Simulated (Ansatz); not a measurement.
# CoSi2 (Fm-3m) under biaxial strain in the (111) plane

Aim: how do the optical modes of CoSi2 (Fm-3m) shift and split under this strain?

Calculated with Ansatz 0.2.0; DFT PBEsol, scalar-relativistic, plane waves, PAW; PAW set soft_1.

The database entry behind the starting cell differs from later determinations by our own check (0.1 to 0.3 % short, probably kX units), so it need not match the best structure at ambient conditions.

### Step 1. The structure

Symmetry: Fm-3m, No. 225, cubic system. The conventional cell has a = 5.356 Å, b = 5.356 Å, c = 5.356 Å, α = 90.00°, β = 90.00°, γ = 90.00°. Si has 4 Co at 2.32 Å nearest. Nearest to Co lie 8 Si at 2.32 Å. Farther neighbours are not listed.

### Step 2. Relaxation

The cell and atoms are relaxed, since residual forces and stress would shift the frequencies.

Input file input.yaml:

```yaml
crystal:
  lattice:
    - [0.0, 2.678, 2.678]
    - [2.678, 0.0, 2.678]
    - [2.678, 2.678, 0.0]
  atoms:
    - { symbol: Si, position: [0.25, 0.25, 0.25] }
    - { symbol: Si, position: [0.75, 0.75, 0.75] }
    - { symbol: Co, position: [0.0, 0.0, 0.0] }
kpoints:
  mp_grid: { grid: [14, 14, 14] }
hamiltonian:
  xc: pbesol
  pseudopotentials: { kind: paw, azcp: { folder: soft_1 }, xc_functional: pbe }
scf:
  occupations: { method: gaussian, width: 0.1 }
output:
  forces: true
  stress: true
  eigenvalues: true
  write_density: true
  write_potential: true
  elf: true
  volumetric_format: npy
relax:
  adjacent_minimum: "off"
  f_tol: 0.005
  max_steps: 80
  cell: { stress_tol: 0.05 }
```

Command:

```bash
$ ansatz run input.yaml --threads 4 --pin off --max-ram 10240MiB --backend cpu --events-out ev --progress --plain --runs-dir out
```

Numbers of over 12 decimals in the logs are rounded to 6 here.

The program printed:

```text
Engine: ansatz 0.2.0, x86_64-unknown-linux-gnu
Pseudopotentials: kind: paw
Pseudopotential: Si, paw, valence charge 4, recommended cutoff 420 eV (normal), soft_1/Si.paw.azcp
Pseudopotential: Co, paw, valence charge 17, recommended cutoff 420 eV (normal), soft_1/Co.paw.azcp
Functional definition: PBEsol
  exchange = pbesol_x
  correlation = pbesol_c
Crystal: 3 atoms, lattice volume = 38.412 Å³
Basis set: ecut = 420 eV, 749 PW (Γ), exchange–correlation on 54×54×54 points (8 copies of the dense FFT grid, shifted against one another)
Bands: 17, of which v1, the nominal top of the filled ones, is band 13 counted from 1 (12 counted from 0)
Symmetry: 48 space group operations
Space group: Fm-3m (ITA 225), of the structure as read, at distance tolerance 3.4e-5 Å
k-points: 104 of 2744
Non-local potential: Si, projectors of the file, l = 0: 2, l = 1: 2, l = 2: 1
Non-local potential: Co, projectors of the file, l = 0: 3, l = 1: 2, l = 2: 3, l = 3: 1
PAW form: soft (Blöchl's): semilocal exchange-correlation on the pseudo side does not see the compensation charge
PAW frozen core: Si, regenerated for the run's functional, and the local potential with it (the file was generated under x = pbe(κ = 0.804, μ = 0.219515), c = pbe(β = 0.066725))
PAW frozen core: Co, regenerated for the run's functional, and the local potential with it (the file was generated under x = pbe(κ = 0.804, μ = 0.219515), c = pbe(β = 0.066725))
PAW one-centre angular grid: Si, 110 points (default); XC on 64 Gauss nodes
PAW one-centre angular grid: Co, 590 points (default); XC on 64 Gauss nodes
Initial density: superposition of atomic densities (chi_scale 0.1, normalization cell, long waves kept (reshape's long-wave potential 0.00 eV rms))
Initial wavefunctions: pseudopotential atomic-orbital guess
Functional: x = pbesol(κ = 0.804, μ = 0.123457), c = pbesol(β = 0.046)
SCF iter   1: F=—  HF=-6338.972903 eV  |F-HF|=—  |Δ(HF+E_count)|=         —  Δρ=1.40e-1  dr2=8.43e0  ethr=3.10e-3  ⟨swp⟩=5.5  Hψ=9161  notcnv=0
preconditioner: auto → Kerker (q_TF=auto, 2.540 Å⁻¹)  [metal: Δε(μ)=0.012 eV  Ē_g=8.735 eV  σ=0.100 eV  W_gap=0.07  n_scr=14 (ndim 8)  ℏωp=24.7 eV  f_vac=0.000  D(μ)=1.20/eV (n_scr^D=14)]
SCF iter   2: F=—  HF=-6338.209462 eV  |F-HF|=—  |Δ(HF+E_count)|=   7.63e-1  Δρ=5.93e-2  dr2=2.11e0  ethr=3.10e-3  ⟨swp⟩=2.5  Hψ=3549  notcnv=0  defer=41
SCF iter   3: F=—  HF=-6337.742307 eV  |F-HF|=—  |Δ(HF+E_count)|=   4.67e-1  Δρ=2.11e-2  dr2=2.40e-1  ethr=3.10e-3  ⟨swp⟩=2.2  Hψ=3052  notcnv=0  defer=41
SCF iter   4: F=—  HF=-6337.713230 eV  |F-HF|=—  |Δ(HF+E_count)|=   2.91e-2  Δρ=9.55e-3  dr2=2.56e-2  ethr=9.60e-4  ⟨swp⟩=2.0  Hψ=3000  notcnv=0  defer=39
SCF iter   5: F=—  HF=-6337.712333 eV  |F-HF|=—  |Δ(HF+E_count)|=   8.97e-4  Δρ=3.26e-3  dr2=5.33e-3  ethr=1.02e-4  ⟨swp⟩=1.1  Hψ=1829  notcnv=0  defer=39
SCF iter   6: F=—  HF=-6337.711629 eV  |F-HF|=—  |Δ(HF+E_count)|=   7.04e-4  Δρ=7.70e-4  dr2=4.06e-4  ethr=2.13e-5  ⟨swp⟩=1.1  Hψ=1766  notcnv=0  defer=39
SCF iter   7: F=—  HF=-6337.711637 eV  |F-HF|=—  |Δ(HF+E_count)|=   8.21e-6  Δρ=1.45e-4  dr2=1.34e-5  ethr=1.62e-6  ⟨swp⟩=2.4  Hψ=2538  notcnv=0  defer=39
SCF iter   8: F=—  HF=-6337.711630 eV  |F-HF|=—  |Δ(HF+E_count)|=   7.42e-6  Δρ=1.57e-5  dr2=1.59e-7  ethr=5.35e-8  ⟨swp⟩=2.1  Hψ=2195  notcnv=0  defer=39
SCF iter   9: F=-6337.711630 eV  HF=-6337.711630 eV  |F-HF|=2.00e-9  |Δ(HF+E_count)|=   3.52e-8  Δρ=2.90e-6  dr2=2.74e-9  ethr=4.00e-10  ⟨swp⟩=10.3  Hψ=12269  notcnv=0
SCF 1 converged in 9 iterations: F = -6337.711630 eV  dr2 = 2.74e-9
  greatest PAW one-centre occupation: 1.000 electrons in one spin orbital (limit 2), on the Co atom at site 2 (counted from 0), in its partial waves of l = 1
relax step   1: F+E_penalty+E_count = -6337.71162969 eV  Δ(F+E_penalty+E_count) = +0.000e0 eV  max|allowed force component| = 3.084e-17 eV/Å  Δτ_max = 0.0000 Å  P = -4.471 GPa  Ω = 38.412 Å³  (9 SCF iters, dr2 threshold 1.00e-7 eV, accepted)
Crystal: 3 atoms, lattice volume = 37.863 Å³
Basis set: ecut = 420 eV, 725 PW (Γ), exchange–correlation on 54×54×54 points (8 copies of the dense FFT grid, shifted against one another)
Initial density: handed on by an earlier stage of this run
Initial wavefunctions: those handed on with the density
iter 1 solved again at ethr=2.96e-6 eV; its pass at ethr=3.10e-3 eV (dr2=7.39e-4 eV) is discarded
SCF iter   1: F=—  HF=-6337.722904 eV  |F-HF|=—  |Δ(HF+E_count)|=         —  Δρ=1.23e-3  dr2=7.91e-4  ethr=2.96e-6  ⟨swp⟩=1.5  Hψ=10266  notcnv=0
preconditioner: auto → Kerker (q_TF=auto, 2.546 Å⁻¹)  [metal: Δε(μ)=0.090 eV  Ē_g=8.269 eV  σ=0.100 eV  W_gap=0.40  n_scr=14 (ndim 8)  ℏωp=24.9 eV  f_vac=0.000  D(μ)=1.03/eV (n_scr^D=8)]
SCF iter   2: F=—  HF=-6337.722819 eV  |F-HF|=—  |Δ(HF+E_count)|=   8.51e-5  Δρ=7.86e-4  dr2=3.69e-4  ethr=2.96e-6  ⟨swp⟩=1.0  Hψ=1768  notcnv=0
SCF iter   3: F=—  HF=-6337.722732 eV  |F-HF|=—  |Δ(HF+E_count)|=   8.72e-5  Δρ=1.96e-4  dr2=2.10e-5  ethr=1.48e-6  ⟨swp⟩=1.8  Hψ=2367  notcnv=0
SCF iter   4: F=—  HF=-6337.722723 eV  |F-HF|=—  |Δ(HF+E_count)|=   8.74e-6  Δρ=1.10e-4  dr2=4.15e-6  ethr=8.40e-8  ⟨swp⟩=2.1  Hψ=2310  notcnv=0
SCF iter   5: F=—  HF=-6337.722724 eV  |F-HF|=—  |Δ(HF+E_count)|=   6.61e-7  Δρ=3.40e-5  dr2=5.54e-7  ethr=1.66e-8  ⟨swp⟩=1.0  Hψ=1768  notcnv=0
SCF iter   6: F=-6337.722724 eV  HF=-6337.722724 eV  |F-HF|=3.97e-10  |Δ(HF+E_count)|=   1.21e-7  Δρ=7.44e-6  dr2=2.58e-8  ethr=1.20e-9  ⟨swp⟩=8.9  Hψ=11223  notcnv=0
SCF 2 converged in 6 iterations: F = -6337.722724 eV  dr2 = 2.58e-8
relax step   2: F+E_penalty+E_count = -6337.72272372 eV  Δ(F+E_penalty+E_count) = -1.109e-2 eV  max|allowed force component| = 4.009e-17 eV/Å  Δτ_max = 0.0000 Å  P = -1.884 GPa  Ω = 37.863 Å³  energy of the carried Pulay correction = +1.581e-4 eV  (6 SCF iters, dr2 threshold 3.00e-7 eV, accepted)
Crystal: 3 atoms, lattice volume = 37.474 Å³
iter 1 solved again at ethr=1.74e-6 eV; its pass at ethr=3.10e-3 eV (dr2=4.35e-4 eV) is discarded
SCF iter   1: F=—  HF=-6337.725145 eV  |F-HF|=—  |Δ(HF+E_count)|=         —  Δρ=8.89e-4  dr2=4.06e-4  ethr=1.74e-6  ⟨swp⟩=2.0  Hψ=10278  notcnv=0
preconditioner: auto → Kerker (q_TF=auto, 2.550 Å⁻¹)  [metal: Δε(μ)=0.092 eV  Ē_g=8.343 eV  σ=0.100 eV  W_gap=0.41  n_scr=14 (ndim 8)  ℏωp=25.0 eV  f_vac=0.000  D(μ)=1.02/eV (n_scr^D=8)]
SCF iter   2: F=—  HF=-6337.725104 eV  |F-HF|=—  |Δ(HF+E_count)|=   4.14e-5  Δρ=5.71e-4  dr2=1.91e-4  ethr=1.62e-6  ⟨swp⟩=1.0  Hψ=1768  notcnv=0
SCF iter   3: F=—  HF=-6337.725046 eV  |F-HF|=—  |Δ(HF+E_count)|=   5.81e-5  Δρ=1.40e-4  dr2=1.06e-5  ethr=7.64e-7  ⟨swp⟩=1.8  Hψ=2375  notcnv=0
SCF iter   4: F=—  HF=-6337.725047 eV  |F-HF|=—  |Δ(HF+E_count)|=   7.84e-7  Δρ=8.16e-5  dr2=2.21e-6  ethr=4.25e-8  ⟨swp⟩=2.1  Hψ=2343  notcnv=0
iter 5 did not close the SCF: its close was put off for the readings that it lacked (scf_convergence_deferred on its scf_iter line)
SCF iter   5: F=-6337.725047 eV  HF=-6337.725047 eV  |F-HF|=1.48e-8  |Δ(HF+E_count)|=   3.35e-7  Δρ=2.40e-5  dr2=2.83e-7  ethr=8.83e-9  ⟨swp⟩=1.0  Hψ=1768  notcnv=0
SCF iter   6: F=-6337.725047 eV  HF=-6337.725047 eV  |F-HF|=3.90e-10  |Δ(HF+E_count)|=   6.45e-8  Δρ=5.56e-6  dr2=1.43e-8  ethr=1.13e-9  ⟨swp⟩=6.3  Hψ=10571  notcnv=0
SCF 3 converged in 6 iterations: F = -6337.725047 eV  dr2 = 1.43e-8
relax step   3: F+E_penalty+E_count = -6337.72504709 eV  Δ(F+E_penalty+E_count) = -2.323e-3 eV  max|allowed force component| = 1.049e-16 eV/Å  Δτ_max = 0.0000 Å  P = +0.085 GPa  Ω = 37.474 Å³  energy of the carried Pulay correction = +2.717e-4 eV  (6 SCF iters, dr2 threshold 3.00e-7 eV, accepted)
[...]
relax step   4: F+E_penalty+E_count = -6337.72504663 eV  Δ(F+E_penalty+E_count) = +4.564e-7 eV  max|allowed force component| = 8.943e-17 eV/Å  Δτ_max = 0.0000 Å  P = +0.000 GPa  Ω = 37.490 Å³  energy of the carried Pulay correction = +2.670e-4 eV  (6 SCF iters, accepted)
Initial wavefunctions: pseudopotential atomic-orbital guess (no wavefunctions were taken with the density)
iter 1 solved again at ethr=8.16e-7 eV; its pass at ethr=3.10e-3 eV (dr2=2.04e-4 eV) is discarded
SCF iter   1: F=—  HF=-6337.724789 eV  |F-HF|=—  |Δ(HF+E_count)|=         —  Δρ=2.68e-5  dr2=3.49e-8  ethr=8.16e-7  ⟨swp⟩=3.1  Hψ=13650  notcnv=0
eigensolver tolerance schedule: the retry pair's looser diagonalisation over-reported the residual by 5846.69 of it (diagonalisation noise at an unbounded share of the residual, at the tolerance the schedule requests for it); recorded, not acted on — ethr = c·dr2/N_el stays at c = 1.0e-1
SCF iter   2: F=—  HF=-6337.724779 eV  |F-HF|=—  |Δ(HF+E_count)|=   1.02e-5  Δρ=2.02e-5  dr2=7.32e-8  ethr=1.39e-10  ⟨swp⟩=2.6  Hψ=3365  notcnv=0
SCF iter   3: F=—  HF=-6337.724779 eV  |F-HF|=—  |Δ(HF+E_count)|=  9.38e-10  Δρ=4.22e-6  dr2=2.11e-9  ethr=1.39e-10  ⟨swp⟩=1.7  Hψ=2136  notcnv=0
SCF iter   4: F=—  HF=-6337.724779 eV  |F-HF|=—  |Δ(HF+E_count)|=  5.58e-10  Δρ=1.05e-6  dr2=1.88e-10  ethr=8.44e-12  ⟨swp⟩=2.1  Hψ=2509  notcnv=0
SCF iter   5: F=—  HF=-6337.724779 eV  |F-HF|=—  |Δ(HF+E_count)|=  1.33e-10  Δρ=4.12e-7  dr2=4.58e-11  ethr=1.00e-12  ⟨swp⟩=1.1  Hψ=1933  notcnv=0
SCF iter   6: F=-6337.724779 eV  HF=-6337.724779 eV  |F-HF|=0.00e0  |Δ(HF+E_count)|=  1.82e-12  Δρ=9.86e-8  dr2=2.88e-12  ethr=1.00e-12  ⟨swp⟩=5.3  Hψ=6830  notcnv=0
SCF 5 converged in 6 iterations: F = -6337.724779 eV  dr2 = 2.88e-12
relax step   5: F+E_penalty+E_count = -6337.72477855 eV  Δ(F+E_penalty+E_count) = +2.681e-4 eV  max|allowed force component| = 1.480e-16 eV/Å  Δτ_max = 0.0000 Å  P = +0.003 GPa  Ω = 37.490 Å³  stress off target by 2.92e-3 GPa  SCF on the basis re-selected at this cell (its energy is not comparable with the rows above)  (6 SCF iters)
basis re-selected at this cell: Δ(F+E_penalty+E_count) = +2.681e-4 eV, ΔP = +0.003 GPa vs the last step (what re-selecting the basis moved, of the pressure what is left beyond the Pulay correction that the steps carried, after the strain that the cell walked since its last selection, with what the two solves' SCF thresholds leave and, on support functions, any second-order correction that the steps lacked; it is no m [...]
SCF converged after 6 iterations
Free energy (F): -6337.724779 eV
Harris-Foulkes:  -6337.724779 eV  (|F-HF|=0.00e0)
Internal energy: -6337.719665 eV  (E = F + TS)
E sigma→0 (E₀):  -6337.722222 eV
Entropy (-TS):   -0.005114 eV (-1.705 meV/atom)
Fermi energy:    13.182152 eV
--- Per-component energies (eV) ---
  E_band       = -277.305279
  E_kinetic    = 385.889935
  E_local      = -3883.204834  (includes V_loc(G=0)·N_el)
  E_nonlocal   = 481.162434
  E_hartree    = 1760.951915
  E_xc         = -208.815467
  E_vxc        = -221.187919  (∫ρ·V_xc dr)
  E_paw        = -2536.623723  (= ΣΔE_a)
  E_vpaw       = -561.868615  (= ΣTr[D̂ρ^β])
  E_aug_tail   = 0.000013  (compensation charges beyond the density's cutoff)
  E_ewald      = -2337.331479
  E_core_change = 0.251541  (= ΣΔE_core)
  E_smearing   = -0.005114  (= −TS)
  E_closure    = -0.000000  (closes the sum)
  Σ components = -6337.724779   (vs F -6337.724779, Δ=0.00e0)
--- Forces (eV/Å), atoms counted from 1 ---
  atom   1  Si     0.00000000     0.00000000     0.00000000
  atom   2  Si    -0.00000000    -0.00000000    -0.00000000
  atom   3  Co     0.00000000    -0.00000000     0.00000000
  max |Σ_I F_I| component: 3.24e-17 eV/Å
--- Stress (GPa, compression-positive) ---
        0.002920      -0.000000      -0.000000
       -0.000000       0.002920      -0.000000
       -0.000000      -0.000000       0.002920
  P = ⅓ Tr σ = 0.0029 GPa (0.029 kbar)
--- Band table (eV; the first three rows and the last of 104) ---
  k-point 0: bands = [... 9 lower, 11.1793, 14.1813, 16.5892, 16.5892, 16.5892, 16.7069, 16.7069, 16.7069]
  k-point 1: bands = [... 9 lower, 11.1544, 14.2287, 15.3834, 15.9914, 15.9914, 17.3394, 17.3394, 17.9927]
  k-point 2: bands = [... 9 lower, 11.0946, 13.6832, 15.0370, 15.3580, 15.3580, 17.7023, 17.7023, 18.4057]
  k-point 103: bands = [... 9 lower, 10.9051, 11.1293, 11.6527, 12.4396, 16.3528, 17.5761, 18.4570, 20.4280]
--- Relaxed structure (4 steps of the walk, 4 accepted, 1 SCFs on fresh bases) ---
  F+E_penalty+E_count = -6337.72477855 eV   max|allowed force component| = 1.480e-16 eV/Å   (the final SCF, on the basis selected at the relaxed cell)
  cell:  # Å, volume = 37.4899 Å³
    - [0, 2.656408, 2.656408]
    - [2.656408, 0, 2.656408]
    - [2.656408, 2.656408, 0]
  atoms:
    - { symbol: Si, position: [0.25, 0.25, 0.25] }
    - { symbol: Si, position: [0.75, 0.75, 0.75] }
    - { symbol: Co, position: [0, 0, 0] }
```

Run time: 24 s. Hardware: 4 threads of Intel Xeon at 2.50GHz (Skylake/Cascade Lake), shared host; peak memory 0.42 GiB; 47 s of CPU time.

This run has no spin polarisation, although Co can carry a moment.

Relaxation path:

```csv
step,energy less that of the first step (eV),largest force component (eV/Å),pressure (GPa),volume (Å³)
1,0.0000,0.0000,-4.47,38.41
2,-0.0111,0.0000,-1.88,37.86
3,-0.0134,0.0000,0.08,37.47
4,-0.0134,0.0000,0.00,37.49
5*,-0.0131,0.0000,0.00,37.49
```

Relaxation steps marked * repeat the geometry before them on a plane-wave basis chosen anew for their cell, so energy and pressure can jump there.

The run keeps the 48 symmetry operations that it works with, so distortions that break them were not tested.

```csv
"conventional cell, symmetrised",before,after,change
a (Å),5.356,5.313,-0.8 %
b (Å),5.356,5.313,-0.8 %
c (Å),5.356,5.313,-0.8 %
volume (Å³/atom),12.80,12.50,-2.4 %
```

The relaxed structure:

```cif
data_structure
_symmetry_space_group_name_H-M 'P 1'
_symmetry_Int_Tables_number 1
_cell_length_a 3.7567
_cell_length_b 3.7567
_cell_length_c 3.7567
_cell_angle_alpha 60.000
_cell_angle_beta 60.000
_cell_angle_gamma 60.000
_cell_volume 37.49
loop_
_atom_site_label
_atom_site_type_symbol
_atom_site_fract_x
_atom_site_fract_y
_atom_site_fract_z
_atom_site_occupancy
Si1 Si 0.25000 0.25000 0.25000 1
Si2 Si 0.75000 0.75000 0.75000 1
Co3 Co 0.00000 0.00000 0.00000 1
```

This step gave:

```
pressure          : 0.002920 GPa
volume per atom   : 12.50 Å³
gap on the k-mesh : 0 eV
```

ELF in the ac plane of a cell with a along [110], b along [-110] and c along [001] of the cube at fractional y = 0.000, with atoms of Si and Co within 0.2 Å of it. It is the smooth field of the valence electrons, not physical close to the nuclei.

Ten even steps from '_' (0.02) to '@' (0.69), each cell a mean:
```
%%++--**@@@@@@**--++%%**--==%%@@@@%%====##
==--++@@@@##%%@@++--==----##@@%%##@@##====
--==%%@@**++**@@%%==----**@@##++++%%@@**--
--++##**==++==####++--==**##++++==++##**==
::--++++==++==++++--::::==++++++==++++==::
__..--++##%%##++::..____..==**%%%%**==..__
____::++%%@@%%++..______..--**@@@@**--____
____::++%%@@%%++::______..--##@@@@**--..__
....--++**##**++--......::==**####**==::..
--==**++======++**==----++**========**++--
--++%%##++++++%%%%++--==##%%**++++**@@##==
----##@@##++##@@##------++@@%%****@@@@==--
++====%%@@@@@@%%====++++--**@@@@@@@@++--++
@@**--++%%@@%%++--**@@%%====##@@@@##--==%%
```
Columns run along a (7.5 Å), rows up along c (5.3 Å), edges of the conventional cell, whose origin can differ from the input's. Atoms in or near the plane, at fractional coordinates: Si at (0.25, 0.25), Si at (0.75, 0.25), Si at (0.25, 0.75), Si at (0.75, 0.75), Co at (0.00, 0.00), Co at (0.50, 0.00).

Electrostatic potential energy in the ac plane of a cell with a along [110], b along [-110] and c along [001] of the cube at fractional y = 0.000, with atoms of Si and Co within 0.2 Å of it. With pseudopotentials it is smooth inside the atoms' cores, unlike the true potential.

Ten even steps from '0' (-32 eV) to '9' (16 eV), each cell a mean:
```
005888885000278888720
247743477423675336862
888424248888862332788
998337338999962662699
998522258999973223799
999865689999997557999
999988899999999889999
999988899999998888999
999743479999985336899
998424248999962332799
998337338999862662689
678522258756873223786
026865686200487557840
005888884000178888710
```
Columns run along a (7.5 Å; values clipped at the 3rd and 97th percentile), rows up along c (5.3 Å), edges of the conventional cell, whose origin can differ from the input's. Atoms in or near the plane, at fractional coordinates: Si at (0.25, 0.25), Si at (0.75, 0.25), Si at (0.25, 0.75), Si at (0.75, 0.75), Co at (0.00, 0.00), Co at (0.50, 0.00).

Valence density in the ac plane of a cell with a along [110], b along [-110] and c along [001] of the cube at fractional y = 0.000, with atoms of Si and Co within 0.2 Å of it. It is the smooth field of the valence electrons, not physical close to the nuclei.

Values in e/Å³, 8 rows by 16 columns, each cell a mean:
```
14  2  0  0  0  0  1  9 14  2  0  0  0  0  1  9
 0  0  0  0  0  0  0  0  0  0  0  0  0  0  0  0
 0  0  0  0  0  0  0  0  0  0  0  0  0  0  0  0
 0  0  0  0  0  0  0  0  0  0  0  0  0  0  0  0
 0  0  0  0  0  0  0  0  0  0  0  0  0  0  0  0
 0  0  0  0  0  0  0  0  0  0  0  0  0  0  0  0
 1  1  0  0  0  0  0  1  1  1  0  0  0  0  0  1
23  3  1  0  0  0  1 14 23  3  1  0  0  0  1 14
```
Columns run along a (7.5 Å), rows up along c (5.3 Å), edges of the conventional cell, whose origin can differ from the input's. Atoms in or near the plane, at fractional coordinates: Si at (0.25, 0.25), Si at (0.75, 0.25), Si at (0.25, 0.75), Si at (0.75, 0.75), Co at (0.00, 0.00), Co at (0.50, 0.00).

In this step the volume went from 12.80 to 12.50 Å³/atom.

### Step 3. Tight relaxation

Phonons need small forces and stress, so the relaxation is finished with tight tolerances on 16×16×16 k points.

Input file input.yaml:

```yaml
crystal:
  lattice:
    - [0.0, 2.656408274, 2.656408274]
    - [2.656408274, 0.0, 2.656408274]
    - [2.656408274, 2.656408274, 0.0]
  atoms:
    - { symbol: Si, position: [0.25, 0.25, 0.25] }
    - { symbol: Si, position: [0.75, 0.75, 0.75] }
    - { symbol: Co, position: [0.0, 0.0, 0.0] }
kpoints:
  mp_grid: { grid: [16, 16, 16] }
hamiltonian:
  xc: pbesol
  pseudopotentials: { kind: paw, azcp: { folder: soft_1 }, xc_functional: pbe }
scf:
  occupations: { method: methfessel_paxton, width: 0.2 }
output:
  forces: true
  stress: true
  eigenvalues: true
relax:
  adjacent_minimum: "off"
  f_tol: 0.001
  max_steps: 60
  cell: { stress_tol: 0.01 }
```

The program printed:

```text
[...]
Crystal: 3 atoms, lattice volume = 37.490 Å³
Basis set: ecut = 420 eV, 725 PW (Γ), exchange–correlation on 54×54×54 points (8 copies of the dense FFT grid, shifted against one another)
Bands: 17, of which v1, the nominal top of the filled ones, is band 13 counted from 1 (12 counted from 0)
Symmetry: 48 space group operations
[...]
k-points: 145 of 4096
[...]
k-point 144: bands = [... 9 lower, 10.7892, 11.1326, 11.6582, 12.4727, 16.9269, 16.9269, 18.9635, 19.8477]
--- Relaxed structure (3 steps of the walk, 3 accepted, 1 SCFs on fresh bases) ---
[...]
cell:  # Å, volume = 37.4843 Å³
    - [0, 2.656275, 2.656275]
    - [2.656275, 0, 2.656275]
    - [2.656275, 2.656275, 0]
  atoms:
    - { symbol: Si, position: [0.25, 0.25, 0.25] }
    - { symbol: Si, position: [0.750000, 0.750000, 0.750000] }
    - { symbol: Co, position: [0, 0, 0] }
[key lines of the parts left out:]
SCF converged after 9 iterations
Free energy (F): -6337.721802 eV
Fermi energy:    13.149055 eV
P = ⅓ Tr σ = 0.0001 GPa (0.001 kbar)
```

Elapsed: 22 s, on 4 threads; peak memory 0.43 GiB.

Little changed from the start: no atom moved by 0.005 Å and no cell edge by 0.1 %.

Numbers from this step:

```
pressure        : 9.37e-5 GPa
volume per atom : 12.49 Å³
```

The forces vanish by symmetry and the pressure is 0.000 GPa, within the tolerances set. The cell now holds 12.49 Å³/atom.

(Part 1 of 3 ends here.)

[Logs are printed without paths, hosts, clocks, repeated set-up lines and the standing remarks that a program may print on its own settings, such as how far it seeks lower states.]

[Hosts, paths, dates, database ids (printed as entryN), source tags and the programs' standing remarks are cut or masked in the printed files.]
